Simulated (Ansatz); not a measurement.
Write the native input for Ansatz 0.2.0 that does the following.

```
Task                : single point
Functional          : PBE
Potentials or basis : Ansatz PAW
Cutoff              : 420 eV (not typed: the program's choice for these potentials)
k mesh              : 7 × 7 × 7
Occupations         : gaussian, width 0.016 eV
Spin                : no spin polarisation
```

Cu3Au (Auricupride):

```
Au Cu
1.0
     3.74000    0.00000    0.00000
     0.00000    3.74000    0.00000
     0.00000    0.00000    3.74000
Au Cu
1 3
Cartesian
  0.0000 0.0000 0.0000
  1.8700 1.8700 0.0000
  1.8700 0.0000 1.8700
  0.0000 1.8700 1.8700
```

One way to write it, as run:

input.yaml

```yaml
crystal:
  lattice:
    - [3.74, 0.0, 0.0]
    - [0.0, 3.74, 0.0]
    - [0.0, 0.0, 3.74]
  atoms:
    - { symbol: Au, position: [0.0, 0.0, 0.0] }
    - { symbol: Cu, position: [0.5, 0.5, 0.0] }
    - { symbol: Cu, position: [0.5, 0.0, 0.5] }
    - { symbol: Cu, position: [0.0, 0.5, 0.5] }
hamiltonian:
  xc: pbe
  pseudopotentials: { kind: paw }
kpoints:
  mp_grid: { grid: [7, 7, 7] }
scf:
  occupations: { method: gaussian, width: 0.016 }
output:
  forces: true
  stress: true
  eigenvalues: true
```

Potentials or basis: Ansatz PAW.

Command:

```bash
$ ansatz run input.yaml --threads 2 --pin off --max-ram 5632MiB --backend cpu --events-out ev --progress --plain --runs-dir out
```

It gave:

```
Pressure               : 5.0 GPa
Band gap on the k mesh : none (metal or under the smearing width)
```

Run time: 1.3 s on 2 threads of Arm Neoverse V2, with other jobs on the host, peak memory 0.34 GiB.
